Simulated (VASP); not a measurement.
# PtSe2 (Sudovikovite) (P-3m1) in VASP: further runs, part 2 of 2

VASP 6.6.1.

## Step 5: Single point, PBE, spin-orbit coupling, no magnetisation

File INCAR:

```
SYSTEM = PtSe2
ALGO = Normal ; EDIFF = 1E-7
ENCUT = 280 ; GGA = PE
GGA_COMPAT = .FALSE. ; ISIF = 2
ISMEAR = 0 ; LASPH = .TRUE.
LCHARG = .FALSE. ; LMAXMIX = 4
LORBIT = 11 ; LREAL = .FALSE.
LSORBIT = .TRUE. ; LWAVE = .FALSE.
MAGMOM = 0 0 0 0 0 0 0 0 0 ; NBANDS = 38
NELM = 100 ; PREC = Accurate
SIGMA = 0.02
```

File KPOINTS:

```
k-points
0
G
  7 7 5
  0 0 0
```

File POSCAR:

```
PtSe2
1.0
    3.7240000000      0.0000000000      0.0000000000
   -1.8620000000      3.2250786037      0.0000000000
    0.0000000000      0.0000000000      5.0620000000
Pt Se
1 2
Direct
    0.0000000000      0.0000000000      0.0000000000
    0.6666666667      0.3333333333      0.7500000000
    0.3333333333      0.6666666667      0.2500000000
```

Potentials or basis: VASP PAW PBE potentials, release 64 (Pt, Se).

Launch:

```
cat potpaw_PBE.64/Pt/POTCAR potpaw_PBE.64/Se/POTCAR > POTCAR
mpirun -np 1 vasp_ncl > vasp.out
```

OUTCAR:

```text
SYSTEM = PtSe2
   EDIFF = 1E-7
   ENCUT = 280
   GGA = PE
   ISIF = 2
   ISMEAR = 0
   LASPH = .TRUE.
   LORBIT = 11
   LREAL = .FALSE.
   LSORBIT = .TRUE.
   NELM = 100
   PREC = Accurate

 Found     32 irreducible k-points:

 Following reciprocal coordinates:
            Coordinates               Weight
  0.000000  0.000000  0.000000      1.000000
  0.142857 -0.000000  0.000000      6.000000
  0.285714 -0.000000  0.000000      6.000000
  0.428571  0.000000  0.000000      6.000000
  0.142857  0.142857  0.000000      6.000000
  0.285714  0.142857  0.000000     12.000000
   k-points           NKPTS =     32   k-points in BZ     NKDIM =     32   number of bands    NBANDS=     38
   number of dos      NEDOS =    301   number of ions     NIONS =      3
   total plane-waves  NPLWV =  11200
   dimension x,y,z NGX =    20 NGY =   20 NGZ =   28
[... 392 lines left out ...]
     0.0000000     0.0000000     0.0000000     0.0000000     0.0000000     0.0000000     0.0000000
     0.0000000     0.0000000     0.0000000     0.0000000     0.0000000     0.0000000     0.0000000
     0.0000000     0.0000000     0.0000000     0.0000000     0.0000000     0.0000000     0.0000000

 total charge

# of ion       s       p       d       tot
------------------------------------------
    1        0.695   0.743   8.007   9.445
    2        1.485   2.246   0.071   3.802
    3        1.485   2.246   0.071   3.802
--------------------------------------------------
tot          3.666   5.235   8.149  17.049

 magnetization (x)

# of ion       s       p       d       tot
------------------------------------------
    1        0.000   0.000   0.000   0.000
    2       -0.000  -0.000   0.000  -0.000
    3       -0.000  -0.000  -0.000  -0.000
--------------------------------------------------
tot         -0.000  -0.000  -0.000  -0.000

 magnetization (y)

# of ion       s       p       d       tot
------------------------------------------
    1        0.000   0.000   0.000   0.000
    2        0.000   0.000  -0.000   0.000
    3        0.000   0.000  -0.000   0.000
--------------------------------------------------
tot          0.000   0.000  -0.000   0.000

 magnetization (z)

# of ion       s       p       d       tot
------------------------------------------
    1        0.000  -0.000  -0.000  -0.000
    2        0.000   0.000   0.000   0.000
    3        0.000   0.000   0.000   0.000
--------------------------------------------------
tot          0.000  -0.000  -0.000  -0.000
```

OSZICAR:

```text
N       E                     dE             d eps       ncg     rms          rms(c)
DAV:   1     0.753263140340E+02    0.75326E+02   -0.66432E+03  2496   0.616E+02
DAV:   2    -0.114268347887E+02   -0.86753E+02   -0.82339E+02  2946   0.165E+02
DAV:   3    -0.153795377122E+02   -0.39527E+01   -0.39101E+01  2964   0.339E+01
DAV:   4    -0.154091730583E+02   -0.29635E-01   -0.29621E-01  2832   0.334E+00
DAV:   5    -0.154095899754E+02   -0.41692E-03   -0.41690E-03  2888   0.385E-01    0.146E+01
DAV:   6    -0.147964458271E+02    0.61314E+00   -0.32012E+00  2572   0.184E+01    0.915E+00
DAV:   7    -0.146113296615E+02    0.18512E+00   -0.68355E-01  2542   0.836E+00    0.467E+00
DAV:   8    -0.145920540258E+02    0.19276E-01   -0.38524E-02  2750   0.127E+00    0.163E+00
DAV:   9    -0.145891123181E+02    0.29417E-02   -0.49500E-03  2706   0.703E-01    0.421E-01
DAV:  10    -0.145892334337E+02   -0.12112E-03   -0.67644E-04  2874   0.153E-01    0.124E-01
DAV:  11    -0.145893077981E+02   -0.74364E-04   -0.12592E-04  2648   0.747E-02    0.441E-02
DAV:  12    -0.145893077301E+02    0.68002E-07   -0.16979E-05  2864   0.409E-02    0.132E-02
DAV:  13    -0.145893078500E+02   -0.11994E-06   -0.44667E-06  2666   0.116E-02    0.716E-03
DAV:  14    -0.145893085972E+02   -0.74721E-06   -0.14853E-06  2638   0.920E-03    0.275E-03
DAV:  15    -0.145893089286E+02   -0.33140E-06   -0.17280E-07  2860   0.352E-03    0.141E-03
DAV:  16    -0.145893089123E+02    0.16346E-07   -0.39102E-08  1860   0.141E-03
   1 F= -.14589309E+02 E0= -.14588898E+02  d E =-.821499E-03  mag=     0.0000     0.0000    -0.0000
```

stdout:

```text
POSCAR found type information on POSCAR PtSe
 POSCAR found :  2 types and       3 ions
 scaLAPACK will be used
 LDA part: xc-table for (Slater+PW92), standard interpolation
 POSCAR, INCAR and KPOINTS ok, starting setup
 FFT: planning ... GRIDC
 FFT: planning ... GRID_SOFT
 FFT: planning ... GRID
 WAVECAR not read
 entering main loop
```

Run time: 72 s. Hardware: 1 thread of AMD EPYC 7R43 (Zen 3), shared host; peak memory 0.17 GiB.

These settings aren't checked as converged: the numbers below hold their error.

Results:

- Free energy: -14.5893 eV
- Pressure: 7.4 GPa
- Largest force: 0.642 eV/Å
- Valence electrons inside the program's atomic spheres: Pt 9.45; Se 3.80

Caveat: the cutoff is under 1.25 times the usual one of these potentials, so pressure, stress and relaxed cells hold a basis-set (Pulay) error.

## Step 6: Single point, PBE, spin-orbit coupling, no magnetisation

Edit INCAR of step 5 so:

```diff
@@ -2,3 +2,3 @@
 ALGO = Normal ; EDIFF = 1E-7
-ENCUT = 280 ; GGA = PE
+ENCUT = 650 ; GGA = PE
 GGA_COMPAT = .FALSE. ; ISIF = 2
```

File KPOINTS:

```
k-points
0
G
  5 5 3
  0 0 0
```

POSCAR is that of step 5.

Potentials or basis: VASP PAW PBE potentials, release 64 (Pt, Se).

Launch:

```
cat potpaw_PBE.64/Pt/POTCAR potpaw_PBE.64/Se/POTCAR > POTCAR
mpirun -np 1 vasp_ncl > vasp.out
```

Wall time 1.7 min (1 thread of AMD EPYC 7R43 (Zen 3), shared host); peak memory 0.34 GiB.

The run converged, but some of its settings lie outside the range that counts as converged, so its numbers aren't taken as properties of the crystal.

Results:

```yaml
Free_energy: -14.6046 eV
Pressure: 7.4 GPa
Largest_force: 0.553 eV/Å
Valence_electrons_inside_the_program's_atomic_spheres: Pt 9.46; Se 3.80
```

Caveat: the k mesh is coarse (spacing up to 0.41 Å⁻¹), so the values aren't converged.
